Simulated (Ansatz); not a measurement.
A generator proposed this cell of Bi.

```xyz
1
Lattice="3.2468 0.0000 0.0000 0.0000 3.2468 0.0000 0.0000 0.0000 3.3267" Properties=species:S:1:pos:R:3 pbc="T T T"
Bi    0.0000    0.0000    0.0000
```

The calculation used DFT PBE, scalar-relativistic, plane waves, PAW (Ansatz 0.2.0). Cutoff 420 eV; k points 6×6×6 on the computed 1-atom cell (Γ-centred); Gaussian smearing, width 0.10 eV; no spin polarisation.

Energies count from the standard state of Bi at the same level.

Question: Estimate its pressure, forces and energy as it stands.

Answer: The pressure is 0.4 GPa (the mean over three directions, positive in compression), the largest force is 0.00 eV/Å (symmetry fixes the atoms), and the energy is −0.01 eV/atom against the standard state. The shortest distance is 3.25 Å.

Question: How much does it gain on relaxing, and where does it end?

Answer: Relaxing gains under 0.1 eV/atom (the start's value is from the coarse mesh, so the gain is rough) in 4 ionic steps and ends at +0.04 eV/atom on the finer mesh. The symmetry goes from P4/mmm (No. 123) to Pm-3m (No. 221). The end has the simple cubic type. The volume per atom stays near 35.1 Å³. The shortest distance goes from 3.25 Å (Bi–Bi) to 3.28 Å (Bi–Bi). Conventional cell: a = 3.276 Å. Bi is surrounded by 6 Bi at 3.28 Å.

The last run used an 18×18×16 mesh (in the run's order of axes) for its 1-atom cell and Gaussian smearing of 0.10 eV. The end has P4/mmm (No. 123) at a tolerance of 0.01 Å; the cell shown is made exact in the group found at 0.05 Å. These runs have no spin–orbit coupling, which can matter for Bi. The relaxation can't lower the symmetry of the start. A structure relaxed within its symmetry needn't be a true minimum.
